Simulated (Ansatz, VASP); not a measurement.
## Re in VASP and in Ansatz

```
Re
1.0
     0.00000    1.93503    1.93503
     1.93503    0.00000    1.93503
     1.93503    1.93503    0.00000
Re
1
Direct
  0.00000 0.00000 0.00000
```

Change from the starting cell: volume scaled by 0.9405.

Alike in both runs: task single point; functional PBE; k mesh 14 × 14 × 14; occupations fermi-dirac, width 0.03 eV; no spin polarisation.

```csv
,VASP,Ansatz
version,VASP 6.6.1,Ansatz 0.2.0
potentials or method,"VASP PAW PBE potentials, release 64 (Re), cutoff 520 eV","all-electron LAPW, scalar-relativistic"
```

|  | VASP | Ansatz | Ansatz less VASP |
| --- | --- | --- | --- |
| pressure (GPa) | 13.0 | 13.4 | +0.40 |

Ansatz ran all-electron here, so the differences hold the error of VASP's frozen core and of both bases.

Spin-orbit coupling is left out, which matters for the levels of Re.
